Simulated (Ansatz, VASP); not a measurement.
**One calculation of CaSe, two programs**

Contents of INCAR:

```
ALGO = Normal
EDIFF = 1E-6
ENCUT = 520
GGA = PS
ISIF = 2
ISMEAR = 0
LASPH = T
LCHARG = T
LELF = T
LREAL = F
LVHAR = T
LWAVE = F
NBANDS = 15
NELM = 60
PREC = Accurate
SIGMA = 0.05
```

KPOINTS

```
k-points
0
Gamma
  6 6 6
```

The input POSCAR:

```
CaSe
1.0
    0.0000000000      3.3000000000      3.3000000000
    3.3000000000      0.0000000000      3.3000000000
    3.3000000000      3.3000000000      0.0000000000
Ca Se
1 1
Direct
    0.0000000000      0.0000000000      0.0000000000
    0.7500000000      0.7500000000      0.7500000000
```

Input for Ansatz:

```yaml
crystal:
  lattice:
    - [0.0, 3.3, 3.3]
    - [3.3, 0.0, 3.3]
    - [3.3, 3.3, 0.0]
  atoms:
    - { symbol: Ca, position: [0.0, 0.0, 0.0] }
    - { symbol: Se, position: [0.75, 0.75, 0.75] }
basis:
  ecutwfc: 420
kpoints:
  mp_grid: { grid: [6, 6, 6] }
hamiltonian:
  xc: pbesol
scf:
  occupations: { method: gaussian, width: 0.05 }
output:
  forces: true
  stress: true
  eigenvalues: true
```

The cell comes from a database or a generator and needn't be the stable form of this composition.

Alike in both runs: task single point; functional PBEsol; k mesh 6 × 6 × 6; occupations gaussian, width 0.05 eV; no spin polarisation.

```csv
,VASP,Ansatz
version,VASP 6.6.1,Ansatz 0.2.0
potentials or method,"VASP PAW PBE potentials, release 64 (Ca_sv, Se)","scalar-relativistic, plane waves, PAW"
plane-wave cutoff (eV),520,420
valence electrons in the cell,16,26
```

VASP gave:

| Property | Result |
| --- | --- |
| gap on the k mesh at the Fermi level (eV) | 3.00 |
| least direct gap on the mesh (eV) | 3.09 |
| pressure (GPa) | -1.3 |

**Question.** Which values does Ansatz return?

**Answer.** gap on the k mesh at the Fermi level (eV): 3.00; least direct gap on the mesh (eV): 3.09; pressure (GPa): -1.4.

The two sets of potentials don't hold the same shells in valence.

Caveats: the PAW data sets were made with another functional, which shifts forces and pressure a little (VASP). A hybrid or GW would open this gap; PBEsol tends to underestimate it. A k mesh can miss the band edges.
